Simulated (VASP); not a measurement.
# La (P6_3/mmc) in VASP: further runs, part 2 of 2

VASP 6.6.1. The steps go on from the part before.

## Step 3: Single point, LDA

INCAR

```
SYSTEM = La
PREC = Accurate ; ENCUT = 400
EDIFF = 0.001 ; ISMEAR = -1
SIGMA = 0.1 ; LREAL = .FALSE.
LASPH = .TRUE. ; NELM = 100
ALGO = Normal ; ISIF = 2
LWAVE = .FALSE. ; LCHARG = .FALSE.
GGA = CA ; ADDGRID = .FALSE.
```

KPOINTS

```
Automatic mesh
0
G
  13 13 7
  0 0 0
```

POSCAR

```
La
1.0
    3.7500000000      0.0000000000      0.0000000000
   -1.8750000000      3.2475952642      0.0000000000
    0.0000000000      0.0000000000      6.0700000000
La
2
Direct
    0.6527560000      0.3219160000      0.7382770000
    0.3157440000      0.6620370000      0.2676620000
```

Potentials or basis: VASP PAW LDA potentials, release 64 (La).

Run with:

```sh
$ cat potpaw_LDA.64/La/POTCAR > POTCAR
$ mpirun -np 1 vasp_std > vasp.out
```

OUTCAR:

```text
SYSTEM = La
   PREC = Accurate
   ENCUT = 400
   EDIFF = 0.001
   ISMEAR = -1
   LREAL = .FALSE.
   LASPH = .TRUE.
   NELM = 100
   ISIF = 2
   GGA = CA

 Found    592 irreducible k-points:

 Following reciprocal coordinates:
            Coordinates               Weight
  0.000000  0.000000  0.000000      1.000000
  0.076923 -0.000000  0.000000      2.000000
  0.000000  0.076923  0.000000      2.000000
 -0.076923  0.076923  0.000000      2.000000
  0.153846 -0.000000  0.000000      2.000000
  0.000000  0.153846  0.000000      2.000000
   k-points           NKPTS =    592   k-points in BZ     NKDIM =    592   number of bands    NBANDS=     15
   number of dos      NEDOS =    301   number of ions     NIONS =      2
   total plane-waves  NPLWV =  23040
   dimension x,y,z NGX =    24 NGY =   24 NGZ =   40
   dimension x,y,z NGXF=    48 NGYF=   48 NGZF=   80
   ions per type =               2
   NGX,Y,Z   is equivalent  to a cutoff of  10.64, 10.64, 10.96 a.u.
   NGXF,Y,Z  is equivalent  to a cutoff of  21.28, 21.28, 21.91 a.u.
 SYSTEM =  La
   PREC   = accura    normal or accurate (medium, high low for compatibility)
   ISTART =      0    job   : 0-new  1-cont  2-samecut
   ICHARG =      2    charge: 1-file 2-atom 10-const
   ISPIN  =      1    spin polarized calculation?
   LNONCOLLINEAR =      F non collinear calculations
   LSORBIT =      F    spin-orbit coupling
   LASPH  =      T    aspherical Exc in radial PAW
   ENCUT  =  400.0 eV  29.40 Ry    5.42 a.u.   6.12  6.12  9.90*2*pi/ulx,y,z
   NELM   =    100;   NELMIN=  2; NELMDL= -5     # of ELM steps
   EDIFF  = 0.1E-02   stopping-criterion for ELM
   LREAL  =      F    real-space projection
   EDIFFG = 0.1E-01   stopping-criterion for IOM
   NSW    =      0    number of steps for IOM
   IBRION =     -1    ionic relax: 0-MD 1-quasi-New 2-CG
   NFREE  =      0    steps in history (QN), initial steepest desc. (CG)
   ISIF   =      2    stress and relaxation
   ISYM   =      2    0-nonsym 1-usesym 2-fastsym
   POTIM  = 0.5000    time-step for ionic-motion
   TEBEG  =    0.0;   TEEND  =   0.0 temperature during run
   PSTRESS=    0.0 pullay stress
   NELECT =      22.0000    total number of electrons
   NUPDOWN=      -1.0000    fix difference up-down
   EMIN   =  10.00;   EMAX   =-10.00  energy-range for DOS
   EFERMI =   0.00;   METHOD = LEGACY
   ISMEAR =    -1;   SIGMA  =   0.10  broadening in eV -4-tet -1-fermi 0-gaus
   EFERMI_NEDOS =   21; number of points for ismear=-14 and -15
   IALGO  =     38    algorithm
   IMIX   =      4    mixing-type and parameters
     AMIX     =   0.40;   BMIX     =  1.00
     AMIX_MAG =   1.60;   BMIX_MAG =  1.00
  volume/ion in A,a.u.               =      36.96       249.43
  Fermi-wavevector in a.u.,A,eV,Ry     =   1.093004  2.065478 16.254307  1.194658
  Thomas-Fermi vector in A             =   2.229281
   LORBIT       =      0    0 simple, 1 ext, 2 COOP (PROOUT), +10 PAW based schemes
   GGA     = CA    functional components
   LHFCALC =     F    Hartree Fock is set to
   AEXX    =    0.0000 exact exchange contribution
   IVDW    =     0    specifies the selected vdW correction
   LEPSILON=     F    determine dielectric tensor
   LRPA    =     F    only Hartree local field effects (RPA)
 non-spin polarized calculation
  energy-cutoff  :      400.00
  volume of cell :       73.92
 maximum number of plane-waves:      1358
   NGX = 13   NGY = 13   NGZ = 19

 number of electron      21.9999999 magnetization

 Free energy of the ion-electron system (eV)
  ---------------------------------------------------
  ext. energy  EPLUGINS =         0.00000000
  ---------------------------------------------------
  free energy    TOTEN  =       -11.04048145 eV

  energy without entropy =      -10.91826784  energy(sigma->0) =      -10.97937464

 E-fermi :   7.6856     XC(G=0):  -9.7742

 val. band max:        7.6838060818   @ k =   0.0769  -0.4615   0.4286
 cond. band min:       7.6858218371   @ k =   0.4615   0.0769   0.2857
 fundamental gap:      0.0020157553
 Fermi energy:         7.6855531576

 k-point     1 :       0.0000    0.0000    0.0000
  band No.  band energies     occupation
      1     -25.0403      2.00000
      2     -24.8110      2.00000
      3      -9.4616      2.00000
      4      -8.2270      2.00000
      5      -8.2117      2.00000
      6      -8.0154      2.00000
      7      -8.0041      2.00000
      8      -7.9686      2.00000
      9       4.5190      2.00000
     10       5.9091      2.00000
     11       8.6692      0.00011
     12       8.9338      0.00001
     13       8.9414      0.00001
     14       9.0609      0.00000
     15       9.1655      0.00000

 k-point     2 :       0.0769   -0.0000    0.0000
  band No.  band energies     occupation
      1     -25.0301      2.00000
      2     -24.8066      2.00000
      3      -9.4364      2.00000
      4      -8.2944      2.00000
      5      -8.2375      2.00000
      6      -8.0772      2.00000
      7      -8.0191      2.00000
      8      -7.9752      2.00000
      9       4.6793      2.00000
     10       6.0575      2.00000
     11       8.3501      0.00260
     12       8.8729      0.00001
     13       8.9890      0.00000
     14       9.0647      0.00000
     15       9.1263      0.00000

 k-point     3 :       0.0000    0.0769    0.0000
  band No.  band energies     occupation
      1     -25.0301      2.00000
      2     -24.8066      2.00000
      3      -9.4363      2.00000
      4      -8.2961      2.00000
      5      -8.2358      2.00000
      6      -8.0757      2.00000
      7      -8.0207      2.00000
      8      -7.9754      2.00000
      9       4.6793      2.00000
     10       6.0581      2.00000
     11       8.3484      0.00264
     12       8.8738      0.00001
     13       8.9891      0.00000
     14       9.0684      0.00000
     15       9.1289      0.00000

 k-point     4 :      -0.0769    0.0769    0.0000
  band No.  band energies     occupation
      1     -25.0302      2.00000
      2     -24.8064      2.00000
      3      -9.4370      2.00000
      4      -8.2841      2.00000
      5      -8.2478      2.00000
      6      -8.0831      2.00000
      7      -8.0128      2.00000
      8      -7.9748      2.00000
      9       4.6792      2.00000
     10       6.0547      2.00000
     11       8.3578      0.00240
     12       8.8679      0.00001
     13       8.9832      0.00000
     14       9.0689      0.00000
     15       9.1346      0.00000

 k-point     5 :       0.1538   -0.0000    0.0000
  band No.  band energies     occupation
      1     -25.0014      2.00000
      2     -24.7946      2.00000
      3      -9.3641      2.00000
      4      -8.4825      2.00000
      5      -8.2955      2.00000
      6      -8.2600      2.00000
      7      -8.0433      2.00000
      8      -8.0029      2.00000
      9       5.1159      2.00000
     10       6.4235      1.99999
     11       7.9367      0.15007
     12       8.5322      0.00042
     13       8.7353      0.00006
     14       8.9966      0.00000
     15       9.1233      0.00000

 k-point     6 :       0.0000    0.1538    0.0000
  band No.  band energies     occupation
      1     -25.0012      2.00000
      2     -24.7947      2.00000
      3      -9.3636      2.00000
      4      -8.4840      2.00000
      5      -8.2940      2.00000
      6      -8.2591      2.00000
      7      -8.0444      2.00000
      8      -8.0034      2.00000
      9       5.1162      2.00000
     10       6.4261      1.99999
     11       7.9336      0.15447
     12       8.5367      0.00040
     13       8.7387      0.00005
     14       8.9952      0.00000
     15       9.0940      0.00000

 [... further k-points ...]

------------------------ aborting loop because EDIFF is reached ----------------------------------------

  FORCE on cell =-STRESS in cart. coord.  units (eV):
  Direction    XX          YY          ZZ          XY          YZ          ZX
  --------------------------------------------------------------------------------------
  -------------------------------------------------------------------------------------
  Total       -1.4364954     -1.4179637     -1.2721970      0.0112752      0.0077980     -0.0096842
  in kB      -31.1338590    -30.7322125    -27.5729399      0.2443718      0.1690099     -0.2098898
  external PRESSURE =     -29.8130038 kB  Pullay stress =       0.0000000 kB

 VOLUME and BASIS-vectors are now :
 -----------------------------------------------------------------------------
  energy-cutoff  :      400.00
  volume of cell :       73.92
      direct lattice vectors                 reciprocal lattice vectors
     3.750000000  0.000000000  0.000000000     0.266666667  0.153960072  0.000000000
    -1.875000000  3.247595264  0.000000000     0.000000000  0.307920144  0.000000000
     0.000000000  0.000000000  6.070000000     0.000000000  0.000000000  0.164744646

 POSITION                                       TOTAL-FORCE (eV/Angst)
 -----------------------------------------------------------------------------------
      1.84424      1.04545      4.48134        -0.009037      0.007098      0.209009
     -0.05728      2.15003      1.62471         0.009037     -0.007098     -0.209009
 -----------------------------------------------------------------------------------
    total drift:                               -0.000016     -0.000000     -0.000013

  FREE ENERGIE OF THE ION-ELECTRON SYSTEM (eV)
  ---------------------------------------------------
  free  energy   TOTEN  =       -11.0404814513 eV

  energy  without entropy=      -10.9182678380  energy(sigma->0) =      -10.97937464
```

stdout:

```text
POSCAR found type information on POSCAR La
 POSCAR found :  1 types and       2 ions
 scaLAPACK will be used
 LDA part: xc-table for (Slater(with rela. corr.)+CA(PZ))
 , standard interpolation
 POSCAR, INCAR and KPOINTS ok, starting setup
 FFT: planning ... GRIDC
 FFT: planning ... GRID_SOFT
 FFT: planning ... GRID
 WAVECAR not read
 entering main loop
```

It took 2.4 min on 1 thread of AMD EPYC 9R45 (Zen 5), shared host; peak memory 0.52 GiB.

These settings aren't checked as converged: the numbers below hold their error.

What came out:

```
Free energy            : -11.0405 eV
Pressure               : -3.0 GPa
Largest force          : 0.209 eV/Å
Band gap on the k mesh : none (metal or under the smearing width)
```

## Step 4: Single point, LDA

Changes to INCAR since step 3:

```diff
@@ -2,3 +2,3 @@
 PREC = Accurate ; ENCUT = 400
-EDIFF = 0.001 ; ISMEAR = -1
+EDIFF = 1E-4 ; ISMEAR = -1
 SIGMA = 0.1 ; LREAL = .FALSE.
```

KPOINTS is that of step 3.

POSCAR

```
La
1.0
    3.7500000000      0.0000000000      0.0000000000
   -1.8750000000      3.2475952642      0.0000000000
    0.0000000000      0.0000000000      6.0700000000
La
2
Direct
    0.6666666667      0.3333333333      0.7500000000
    0.3333333333      0.6666666667      0.2500000000
```

Run with:

```sh
$ cat potpaw_LDA.64/La/POTCAR > POTCAR
$ mpirun -np 1 vasp_std > vasp.out
```

Run time: 21 s. Hardware: 1 thread of AMD EPYC 9R45 (Zen 5), shared host; peak memory 0.17 GiB.

The run converged, but some of its settings lie outside the range that counts as converged, so its numbers aren't taken as properties of the crystal.

What came out:

| Property | Result |
| --- | --- |
| Free energy | -11.0603 eV |
| Pressure | -3.0 GPa |
| Band gap on the k mesh | none (metal or under the smearing width) |

## Step 5: Single point, LDA

INCAR is that of step 4.

KPOINTS is that of step 4.

POSCAR

```
La
1.0
    3.7500000000      0.0000000000      0.0000000000
   -1.8750000000      3.2475952642      0.0000000000
    0.0000000000      0.0000000000      6.0700000000
La
2
Direct
    0.6527560000      0.3219160000      0.7382770000
    0.3157440000      0.6620370000      0.2676620000
```

Potentials or basis: VASP PAW LDA potentials, release 64 (La).

Run with:

```sh
$ cat potpaw_LDA.64/La/POTCAR > POTCAR
$ mpirun -np 1 vasp_std > vasp.out
```

OUTCAR:

```text
SYSTEM = La
   PREC = Accurate
   ENCUT = 400
   EDIFF = 1E-4
   ISMEAR = -1
   LREAL = .FALSE.
   LASPH = .TRUE.
   NELM = 100
   ISIF = 2
   GGA = CA

 Found    592 irreducible k-points:

 Following reciprocal coordinates:
            Coordinates               Weight
  0.000000  0.000000  0.000000      1.000000
  0.076923 -0.000000  0.000000      2.000000
  0.000000  0.076923  0.000000      2.000000
 -0.076923  0.076923  0.000000      2.000000
  0.153846 -0.000000  0.000000      2.000000
  0.000000  0.153846  0.000000      2.000000
   k-points           NKPTS =    592   k-points in BZ     NKDIM =    592   number of bands    NBANDS=     15
   number of dos      NEDOS =    301   number of ions     NIONS =      2
   total plane-waves  NPLWV =  23040
   dimension x,y,z NGX =    24 NGY =   24 NGZ =   40
   dimension x,y,z NGXF=    48 NGYF=   48 NGZF=   80
   ions per type =               2
   NGX,Y,Z   is equivalent  to a cutoff of  10.64, 10.64, 10.96 a.u.
   NGXF,Y,Z  is equivalent  to a cutoff of  21.28, 21.28, 21.91 a.u.
 SYSTEM =  La
   PREC   = accura    normal or accurate (medium, high low for compatibility)
   ISTART =      0    job   : 0-new  1-cont  2-samecut
   ICHARG =      2    charge: 1-file 2-atom 10-const
   ISPIN  =      1    spin polarized calculation?
   LNONCOLLINEAR =      F non collinear calculations
   LSORBIT =      F    spin-orbit coupling
[... 71 lines left out ...]
     12       8.9308      0.00001
     13       8.9402      0.00001
     14       9.0584      0.00000
[... 77 lines left out ...]
      2     -24.7995      2.00000
      3      -9.3665      2.00000
      4      -8.4865      2.00000
      5      -8.2964      2.00000
      6      -8.2617      2.00000
      7      -8.0469      2.00000
      8      -8.0066      2.00000
      9       5.1147      2.00000
     10       6.4247      1.99999
     11       7.9330      0.15385
     12       8.5356      0.00040
     13       8.7379      0.00005
     14       8.9933      0.00000
     15       9.0923      0.00000

 [... further k-points ...]

------------------------ aborting loop because EDIFF is reached ----------------------------------------

  FORCE on cell =-STRESS in cart. coord.  units (eV):
  Direction    XX          YY          ZZ          XY          YZ          ZX
  --------------------------------------------------------------------------------------
  -------------------------------------------------------------------------------------
  Total       -1.3304233     -1.3153139     -1.2157043      0.0089575      0.0079243     -0.0095840
  in kB      -28.8349068    -28.5074344    -26.3485483      0.1941403      0.1717475     -0.2077197
  external PRESSURE =     -27.8969632 kB  Pullay stress =       0.0000000 kB

 VOLUME and BASIS-vectors are now :
 -----------------------------------------------------------------------------
  energy-cutoff  :      400.00
  volume of cell :       73.92
      direct lattice vectors                 reciprocal lattice vectors
     3.750000000  0.000000000  0.000000000     0.266666667  0.153960072  0.000000000
    -1.875000000  3.247595264  0.000000000     0.000000000  0.307920144  0.000000000
     0.000000000  0.000000000  6.070000000     0.000000000  0.000000000  0.164744646

 POSITION                                       TOTAL-FORCE (eV/Angst)
 -----------------------------------------------------------------------------------
      1.84424      1.04545      4.48134        -0.009329      0.007459      0.208188
     -0.05728      2.15003      1.62471         0.009329     -0.007459     -0.208188
 -----------------------------------------------------------------------------------
    total drift:                               -0.000016     -0.000000     -0.000014

  FREE ENERGIE OF THE ION-ELECTRON SYSTEM (eV)
  ---------------------------------------------------
  free  energy   TOTEN  =       -11.0405204879 eV

  energy  without entropy=      -10.9183692960  energy(sigma->0) =      -10.97944489
```

Wall time 2.7 min (1 thread of AMD EPYC 9R45 (Zen 5), shared host); peak memory 0.52 GiB.

These settings aren't checked as converged: the numbers below hold their error.

What came out:

```
Free energy            : -11.0405 eV
Pressure               : -2.8 GPa
Largest force          : 0.209 eV/Å
Band gap on the k mesh : none (metal or under the smearing width)
```
